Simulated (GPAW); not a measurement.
Runs of GPAW 26.7.0 on Ca. The structure is cubic, space group Fm-3m (No. 225). The conventional cell has a = 5.588 Å, b = 5.588 Å, c = 5.588 Å, α = 90.00°, β = 90.00°, γ = 90.00°. Around Ca (site symmetry m-3m) lie 12 Ca at 3.95 Å. 

```csv
task,level,potentials or basis,k mesh,cutoff (eV),maxiter,band path,band points,eigensolver,mesh quality,pressure (GPa),V0 of scaled cells (Å³/atom),B0 (GPa)
band structure,LDA,"the program's PAW data sets (release 1.2.1) made for this functional, pw",8 × 8 × 8,600,150,"GXWKGLUWLK,UX",80,-,not flagged,-2.1,-,-
band structure,LDA,"PAW data sets generated in the run's folder for this functional, pw",8 × 8 × 8,600,150,"GXWKGLUWLK,UX",60,-,not flagged,-2.1,-,-
band structure,BLYP,"PAW data sets generated in the run's folder for this functional, pw",8 × 8 × 8,600,150,"GXWKGLUWLK,UX",80,davidson,not flagged,-0.4,-,-
equation of state,BP86,"PAW data sets generated in the run's folder for this functional, pw",8 × 8 × 8,600,150,-,-,-,not flagged,-,(b),17
equation of state,RPBE,"the program's PAW data sets (release 1.2.1) made for this functional, pw",8 × 8 × 8,600,150,-,-,-,not flagged,-,44.63,(a)
```

Alike in all rows: no spin polarisation; cell as given; smearing fermi-dirac 0.05 eV.

Task: Fill in the values left out.

Result: (a) 16; (b) 41.75.

Runs at the PBE level aren't shown here.
